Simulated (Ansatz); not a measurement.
Wanted: the native input for an Ansatz 0.2.0 run.

| Quantity | Value |
| --- | --- |
| Task | relaxation of cell and atoms |
| Functional | PBE |
| Dispersion | D3(BJ)-ATM |
| Potentials or basis | Ansatz PAW |
| Cutoff | 420 eV (not typed: the program's choice for these potentials) |
| k mesh | 10 × 8 × 7 |
| Occupations | fermi-dirac, width 0.05 eV |
| Spin | no spin polarisation |

The system is Ga.

```
CELL_PARAMETERS angstrom
2.77842 0.00000 0.00000
0.00000 3.28161 0.00000
-1.34343 0.00000 3.99027
ATOMIC_POSITIONS crystal
Ga 0.13460 0.75000 0.77017
Ga 0.86540 0.25000 0.22983
```

This isn't the form of Ga at room conditions, which is orthorhombic.

These files were run (other wordings do the same):

input.yaml

```yaml
crystal:
  lattice:
    - [2.7784220849, 0.0, 0.0]
    - [0.0, 3.28160879, 0.0]
    - [-1.3434310986, 0.0, 3.9902731763]
  atoms:
    - { symbol: Ga, position: [0.13459627, 0.75, 0.77016683] }
    - { symbol: Ga, position: [0.86540373, 0.25, 0.22983317] }
hamiltonian:
  xc: pbe
  pseudopotentials: { kind: paw }
  dispersion: d3bjatm
kpoints:
  mp_grid: { grid: [10, 8, 7] }
scf:
  occupations: { method: fermi_dirac, width: 0.05 }
output:
  forces: true
  stress: true
  eigenvalues: true
relax:
  f_tol: 0.01
  max_steps: 40
  cell: { stress_tol: 0.05 }
```

Potentials or basis: Ansatz PAW.

Run with:

```bash
$ ansatz run input.yaml --threads 2 --pin off --max-ram 5632MiB --backend cpu --events-out ev --progress --plain --runs-dir out
```

It gave:

```json
{
  "Relaxed volume": "18.34 Å³/atom",
  "Relaxed cell": "a = 2.793 Å, b = 3.214 Å, c = 4.338 Å, α = 90.00°, β = 109.65°, γ = 90.00°",
  "Space group after relaxing (to 0.05 Å)": "P2_1/m (No. 11)",
  "Energy gained by relaxing": "3.7 meV/atom",
  "Ionic steps": "8",
  "Pressure after relaxing": "0.0 GPa",
  "Band gap on the k mesh": "none (metal or under the smearing width)"
}
```

Caveat: the plane-wave basis is chosen anew once the cell has moved, so the energies of steps on either side of that aren't comparable; pairwise dispersion overbinds metals, which lowers pressure and volume.

Run time: 52 s on 2 threads of Arm Neoverse N1, on a shared host, peak memory 0.38 GiB.
